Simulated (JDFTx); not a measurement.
The system is BaH2.

```
CELL_PARAMETERS angstrom
4.46203 0.00000 0.00000
-2.23101 3.86423 0.00000
0.00000 0.00000 6.05529
ATOMIC_POSITIONS crystal
Ba 0.33333 0.66667 0.25000
Ba 0.66667 0.33333 0.75000
H 0.00000 0.00000 0.00000
H 0.00000 0.00000 0.50000
H 0.66667 0.33333 0.25000
H 0.33333 0.66667 0.75000
```

The cell comes from a database or a generator and needn't be the stable form of this composition.

| Quantity | Value |
| --- | --- |
| Program | JDFTx 1.7.0 (patched build) |
| Task | relaxation of cell and atoms |
| Functional | PBEsol |
| Potentials or basis | PseudoDojo-SR-PBEsol-0.4.1-standard with smoothed tails |
| Cutoff | 980 eV |
| Density cutoff | 7837 eV |
| k mesh | 7 × 7 × 5 |
| Occupations | fermi-dirac, width 0.05 eV |
| Spin | no spin polarisation |

At the start: pressure -2.0 GPa; volume 17.40 Å³/atom.

Q: How do energy, volume and symmetry change on relaxing?

A: Over 8 steps the energy falls by 7.7 meV/atom and the volume is 16.26 Å³/atom (-6.6 %); space group P6_3/mmc (No. 194, to 0.05 Å).

Step by step:
```
step  energy change (eV)  largest force (eV/Å)  pressure (GPa)  volume (Å³)
   1              0.0000                0.0000           -2.03       104.41
   2             -0.0154                0.0000           -1.64       103.07
   3             -0.0414                0.0000           -0.05        98.37
   4             -0.0442                0.0000           -0.11        98.24
   5             -0.0459                0.0000           -0.01        97.67
   6             -0.0459                0.0000           -0.01        97.59
   7             -0.0459                0.0000            0.00        97.56
   8             -0.0459                0.0000            0.00        97.56
```

Final structure:
```xyz
6
Lattice="4.3957 0.0000 0.0000 -2.1978 3.8068 0.0000 0.0000 0.0000 5.8300" Properties=species:S:1:pos:R:3 pbc="T T T"
Ba    0.0000    2.5379    1.4575
Ba    2.1978    1.2689    4.3725
H     0.0000    0.0000    0.0000
H     0.0000    0.0000    2.9150
H     2.1978    1.2689    1.4575
H     0.0000    2.5379    4.3725
```

Caveat: this release of the barium file is off; the plane waves are those of the starting cell, so after so large a change of volume the result is rough.
